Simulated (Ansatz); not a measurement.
Runs of Ansatz 0.2.0 on MnS. It takes space group F-43m (No. 216, cubic). The conventional cell has a = 4.947 Å, b = 4.947 Å, c = 4.947 Å, α = 90.00°, β = 90.00°, γ = 90.00°. Mn (site symmetry -43m) has 4 S at 2.14 Å as nearest neighbours. Around S (site symmetry -43m) lie 4 Mn at 2.14 Å. The cell is a database's computed one.

| task | level | potentials or basis | U | cell | cutoff (eV) | smearing | basis error allowed | pressure (GPa) | moment (μB) |
| --- | --- | --- | --- | --- | --- | --- | --- | --- | --- |
| band structure | PBEsol | all-electron LAPW, inner shells corrected to Dirac's equation | - | as given | 344 | fermi-dirac 0.05 eV | 0.001 eV/atom | -3.0 | 0.24 |
| relaxation of cell and atoms | PBEsol | all-electron LAPW, scalar-relativistic | - | relaxed | - | fermi-dirac 0.05 eV | 0.001 eV/atom | 0.0 | (a) |
| single point | PBEsol+D4+U | all-electron LAPW, scalar-relativistic | Mn d U = 4.5 eV | as given | 344 | fermi-dirac 0.1 eV | 0.001 eV/atom | 49.7 | 4.60 |
| band structure | PBEsol | all-electron LAPW, non-relativistic | - | as given | 344 | fermi-dirac 0.05 eV | 0.001 eV/atom | -2.0 | (b) |
| relaxation of cell and atoms | PBEsol | all-electron LAPW, scalar-relativistic | - | relaxed to 10 GPa | - | fermi-dirac 0.05 eV | 0.001 eV/atom | 10.0 | 0.11 |
| band structure | PBEsol | all-electron PAW datasets made for the crystal | - | as given | 340 | fermi-dirac 0.05 eV | - | -3.0 | 0.24 |
| band structure | PBEsol | all-electron LAPW, scalar-relativistic | - | as given | 344 | fermi-dirac 0.05 eV | 0.001 eV/atom | -3.0 | 0.24 |
| relaxation of cell and atoms | PBEsol | all-electron LAPW, scalar-relativistic | - | relaxed to 5 GPa | - | fermi-dirac 0.05 eV | 0.001 eV/atom | 5.0 | 0.17 |

Alike in all rows: spin collinear, ferromagnetic start; k mesh 9 × 9 × 9.

Q: Fill in the values left out.

A: (a) 0.22; (b) 0.20.

Caveats: the moment fell far below its start of 4 μB, so a state of higher moment may lie lower in energy (some runs); the starting moments weren't kept (some runs); the magnetic state may not be the lowest (some runs); a pressure of tens of GPa on the cell as given is suspect, and the run, the potentials or the cell itself is likely at fault (some runs); U is the effective U less J, on atomic orbitals that reach past the spheres (some runs); a cell with one magnetic atom can't hold antiferromagnetic order, which such compounds often take (some runs).

The runs don't all hold the same shells in valence.

Runs at the PBE level aren't shown here.
